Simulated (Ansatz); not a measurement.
## SnO: the change of pressure with displacement

All results are calculated (Ansatz 0.2.0). One atom of a crystal moved along a line, all else fixed, by plane-wave density functional theory with PAW datasets, free energies less that of the undisturbed cell, pressure positive in compression; scalar-relativistic.

The cell before atoms are moved (space group Pmn2_1, No. 31):
```
CELL_PARAMETERS angstrom
3.31560 0.00000 0.00000
0.00000 5.70500 0.00000
0.00000 0.00000 3.89420
ATOMIC_POSITIONS crystal
Sn 0.00000 0.23380 0.52620
Sn 0.50000 0.76620 0.02620
O 0.00000 0.88540 0.72380
O 0.50000 0.11460 0.22380
```

Settings of every row: functional PBEsol; dispersion none; spin none; wave cutoff 420 eV; k mesh 8x6x8; occupations gaussian; smearing width 0.05 eV; k shift 0x0x0; start relaxed; moved atom 3; direction 0.70711, -0.70711, 0 Cartesian unit vector.

Limits: the cell comes from a prototype or a list of computed structures and needn't be the stable phase.

```
row  displacement (Å)  pressure (GPa)  energy change (eV a cell)  force along direction (eV/Å summed over the moved atoms)
  1              -0.2            1.43                      0.169                                                    1.6879
  2           -0.1333           0.735                     0.0752                                                    1.1254
  3           -0.0667           0.252                     0.0189                                                    0.5648
  4                 0               ?                          ?                                                         ?
  5            0.0667          -0.017                     0.0191                                                   -0.5755
  6            0.1333           0.234                     0.0771                                                    -1.171
  7               0.2            0.77                      0.176                                                   -1.8004
```

Question: what pressure should row 4 give?

Worked fit of pressure. Take t = displacement, in Å. The shown rows have t = -0.2, -0.1333, -0.0667, 0.0667, 0.1333, 0.2. Least squares give pressure = −0.0059 − 1.7417 × t + 27.641 × t² GPa; a straight line predicts inner rows, each left out in turn, worse (root mean square 0.41 against 0.029 GPa). The rows lie off it by -0.018, 0.018, 0.019, -0.018, -0.019, 0.019 (root mean square 0.019 GPa), a smooth pattern that one more power would take up: the form is only approximate. The withheld row has t = 0, so the fit gives −0.0059 − 1.7417 × (0) + 27.641 × (0)² = -0.006 GPa.

The calculation gave -0.005 GPa. The fit lies 0.001 GPa (20 % of the value, 0.069 % of the column's range) below it, one unit of the last digit.

The other values of row 4: energy change 0 eV a cell; force along direction 0.0001 eV/Å summed over the moved atoms.
